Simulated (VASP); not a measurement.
# Li: relaxation of cell and atoms with r2SCAN

Crystal: Li.

```xyz
1
Lattice="-1.7158 1.7158 1.7158 1.7158 -1.7158 1.7158 1.7158 1.7158 -1.7158" Properties=species:S:1:pos:R:3 pbc="T T T"
Li    0.0000    0.0000    0.0000
```

```
Program                : VASP 6.6.1
Task                   : relaxation of cell and atoms
Functional             : r2SCAN
Potentials or basis    : VASP PAW PBE potentials, release 64 (Li_sv)
Cutoff                 : 600 eV
k mesh                 : 16 × 16 × 16
Occupations            : gaussian, width 0.1 eV
Spin                   : no spin polarisation
Dipole correction      : no
Further INCAR settings : ALGO = Normal; EDIFF = 1e-07; IBRION = 2; EDIFFG = -0.005; NSW = 70; ISIF = 3
```

The relaxed volume is 20.56 Å³/atom and the relaxed cell is a = 2.989 Å, b = 2.989 Å, c = 2.989 Å, α = 109.47°, β = 109.47°, γ = 109.47°. The space group after relaxing (to 0.05 Å) is Im-3m (No. 229), the energy gained by relaxing is 0.7 meV/atom and the ionic steps are 4. The pressure after relaxing is 0.0 GPa and the band gap on the k mesh is none (metal or under the smearing width).

Step by step:
```tsv
step	energy change (eV)	largest force (eV/Å)	pressure (GPa)	volume (Å³)
1	0.0000	0.0000	0.22	20.21
2	-0.0002	0.0000	0.15	20.29
3	-0.0005	0.0000	0.05	20.48
4	-0.0007	0.0000	0.02	20.56
```

Final structure:
```yaml
crystal:
  lattice:
    - [-1.72591, 1.72591, 1.72591]
    - [1.72591, -1.72591, 1.72591]
    - [1.72591, 1.72591, -1.72591]
  atoms:
    - { symbol: Li, position: [0.00000, 0.00000, 0.00000] }
```

Levels at points of the mesh, in eV from the Fermi level:
| k point | band 1 | band 2 | band 3 | band 4 | band 5 |
| --- | --- | --- | --- | --- | --- |
| (0.00, 0.00, 0.00) | -48.08 | -3.85 | 16.15 | 16.15 | 16.15 |
| (0.50, 0.00, 0.00) | -48.06 | 0.29 | 3.46 | 11.37 | 12.90 |
| (0.50, 0.50, 0.50) | -48.04 | 6.03 | 6.03 | 6.03 | 8.15 |

Wall time 3 min on 1 thread of Intel(R) Xeon(R) Platinum 8488C (Sapphire Rapids), on a shared host, peak memory 0.14 GiB.

Caveat: the cutoff is under 1.25 times the usual one of these potentials, so pressure, stress and relaxed cells hold a basis-set (Pulay) error; the PAW data sets were made with another functional, which shifts forces and pressure a little. Zero-point motion and thermal expansion aren't in these numbers.
